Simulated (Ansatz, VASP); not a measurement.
# Sc in VASP and in Ansatz

```
Sc
1.0
     3.13125    0.00000    0.00000
    -1.56562    2.71174    0.00000
     0.00000    0.00000    4.85187
Sc
2
Direct
  0.33333 0.66667 0.25000
  0.66667 0.33333 0.75000
```

Alike in both runs: functional PBEsol; k mesh 14 × 14 × 8; occupations fermi-dirac, width 0.1 eV; no spin polarisation.

Ansatz relaxed the structure, and its values are those at the end. VASP's run is a single point on that final structure, the one shown.

|  | VASP | Ansatz |
| --- | --- | --- |
| version | VASP 6.6.1 | Ansatz 0.2.0 |
| potentials or method | VASP PAW PBE potentials, release 64 (Sc_sv) | PAW with Ansatz's default frozen-core files, scalar-relativistic |
| plane-wave cutoff (eV) | 520 | 420 |
| valence electrons in the cell | 22 | 22 |

|  | VASP | Ansatz | Ansatz less VASP |
| --- | --- | --- | --- |
| pressure (GPa) | 10.0 | 10.0 | -0.03 |

With one functional, cell and mesh, what is left measures potentials, basis and numerics.

Caveats: the PAW data sets were made with another functional, which shifts forces and pressure a little (VASP).
